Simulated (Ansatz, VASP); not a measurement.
## W: VASP beside Ansatz

File INCAR:

```
PREC     = Accurate       # precision mode
ENCUT    = 520            # plane-wave cutoff, eV
EDIFF    = 1E-6           # SCF threshold, eV
ISMEAR   = -1             # smearing method
SIGMA    = 0.05           # smearing width, eV
LREAL    = False          # projectors in reciprocal space
LASPH    = True           # aspherical terms in the spheres
NELM     = 60             # most SCF steps
ALGO     = Normal         # electronic algorithm
ISIF     = 2              # what is computed and relaxed
LWAVE    = False          # write WAVECAR
LCHARG   = False          # write CHGCAR
GGA      = PE             # functional
NBANDS   = 13             # bands
```

The input KPOINTS:

```
regular mesh
0
Gamma
  14 14 14
```

The input POSCAR:

```
W
1.0
    0.0406000000      2.0503000000      2.0503000000
    2.0503000000      0.0406000000      2.0503000000
    2.0503000000      2.0503000000      0.0406000000
W
1
Direct
    0.0000000000      0.0000000000      0.0000000000
```

Input for Ansatz:

```yaml
crystal:
  lattice:
    - [0.0406, 2.0503, 2.0503]
    - [2.0503, 0.0406, 2.0503]
    - [2.0503, 2.0503, 0.0406]
  atoms:
    - { symbol: W, position: [0.0, 0.0, 0.0] }
kpoints:
  mp_grid: { grid: [14, 14, 14] }
  band_path:
    path:
      - [0.0, 0.0, 0.0]
      - [0.5, 0.5, 0.5]
      - [0.2451701269, 0.5, 0.7548298731]
      - [-0.2451701269, 0.2451701269, 0.5]
      - [0.0, 0.0, 0.5]
      - [0.0, 0.0, 0.0]
      - [-0.3725850634, 0.0, 0.3725850634]
      - [0.0, 0.3725850634, 0.6274149366]
      - [0.0, 0.5, 0.5]
    npoints: 5
scf:
  occupations: { method: fermi_dirac, width: 0.05 }
hamiltonian:
  xc: pbe
  pseudopotentials: { kind: all_electron, lapw: { basis_error: 0.00025 } }
output:
  forces: true
  stress: true
  eigenvalues: true
```

Change from the starting cell: equal xy, yz and zx shear strains of +2 %.

Alike in both runs: task single point; functional PBE; k mesh 14 × 14 × 14; occupations fermi-dirac, width 0.05 eV; no spin polarisation.

|  | VASP | Ansatz |
| --- | --- | --- |
| version | VASP 6.6.1 | Ansatz 0.2.0 |
| potentials or method | VASP PAW PBE potentials, release 64 (W_sv) | all-electron LAPW, scalar-relativistic |
| plane-wave cutoff (eV) | 520 | see its input |

```tsv
	VASP	Ansatz	Ansatz less VASP
pressure (GPa)	-4.0	-4.2	-0.21
largest component of the traceless stress (GPa)	1.58	1.56	-0.020
```

Ansatz ran all-electron here, so the differences hold the error of VASP's frozen core and of both bases.

Spin-orbit coupling is left out, which matters for the levels of W.
